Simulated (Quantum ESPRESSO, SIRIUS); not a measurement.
This is a calculation of Yb for SIRIUS 7.12.0. 

Contents of sirius.json:

```json
{
  "control": {
    "processing_unit": "cpu",
    "std_evp_solver_name": "lapack",
    "gen_evp_solver_name": "lapack",
    "verbosity": 2,
    "print_forces": true,
    "ortho_rf": true,
    "use_second_variation": true,
    "rmt_max": 3.0,
    "num_bands_to_print": 24,
    "save_wf": true
  },
  "parameters": {
    "electronic_structure_method": "full_potential_lapwlo",
    "xc_functionals": ["XC_GGA_X_PBE", "XC_GGA_C_PBE"],
    "core_relativity": "dirac",
    "valence_relativity": "iora",
    "num_fv_states": 26,
    "smearing": "fermi_dirac",
    "smearing_width": 0.0018374661,
    "pw_cutoff": 20,
    "gk_cutoff": 3.51,
    "lmax_apw": 11,
    "lmax_rho": 8,
    "lmax_pot": 8,
    "num_mag_dims": 1,
    "auto_rmt": 0,
    "ngridk": [8, 8, 8],
    "shiftk": [0, 0, 0],
    "num_dft_iter": 80,
    "energy_tol": 1e-07,
    "density_tol": 1e-05,
    "use_symmetry": true
  },
  "settings": {"tol_ne": 1e-10},
  "iterative_solver": {"type": "exact"},
  "mixer": {"type": "anderson", "beta": 0.2, "max_history": 12},
  "unit_cell": {
    "lattice_vectors": [[0.0, 5.1837077325, 5.1837077325], [5.1837077325, 0.0, 5.1837077325], [5.1837077325, 5.1837077325, 0.0]],
    "atom_types": ["Yb"],
    "atom_files": {"Yb": "Yb.json"},
    "atoms": {"Yb": [[0.0, 0.0, 0.0, 0.0, 0.0, 1.0]]}
  }
}
```

Potentials or basis: all-electron FP-LAPW, apw+lo standard.

Command:

```sh
$ OMP_NUM_THREADS=1 sirius.scf --input=sirius_start.json --output=start.json
$ OMP_NUM_THREADS=1 sirius.scf --input=sirius.json --output=output.json --task=1
```

Task: Set up the same calculation for Quantum ESPRESSO 7.5. Potentials or basis there: SSSP 1.3 efficiency PBE, cutoff 748 eV.

Result: As run (cutoffs and basis follow the program's own potentials, and thresholds, step limits or extra output files can differ):

Contents of pw.in:

```
&CONTROL
  calculation = 'scf'
  prefix = 'pwscf'
  outdir = './tmp'
  pseudo_dir = './pseudo'
  tprnfor = .true.
  tstress = .true.
  disk_io = 'nowf'
/
&SYSTEM
  ibrav = 0
  nat = 1
  ntyp = 1
  ecutwfc = 55
  ecutrho = 440
  nbnd = 22
  occupations = 'smearing'
  smearing = 'fd'
  degauss = 0.00367493
  nspin = 2
  starting_magnetization(1) = 0.0417
/
&ELECTRONS
  conv_thr = 2d-10
  electron_maxstep = 120
  mixing_beta = 0.3
/
ATOMIC_SPECIES
Yb   173.0540 Yb.paw.z_24.atompaw.wentzcovitch.v1.2.upf
CELL_PARAMETERS angstrom
   0.0000000000    2.7431000000    2.7431000000
   2.7431000000    0.0000000000    2.7431000000
   2.7431000000    2.7431000000    0.0000000000
ATOMIC_POSITIONS crystal
Yb     0.0000000000    0.0000000000    0.0000000000
K_POINTS automatic
8 8 8 0 0 0
```

Potentials or basis: SSSP 1.3 efficiency PBE.

The run is started by

```sh
$ OMP_NUM_THREADS=1 pw.x -in pw.in > pw.out
```

Both were run:

|  | SIRIUS | Quantum ESPRESSO |
| --- | --- | --- |
| Net moment | 0.00 μB per cell | 0.00 μB per cell |

The magnetic state is the one that the start led to; the real crystal's order can differ.
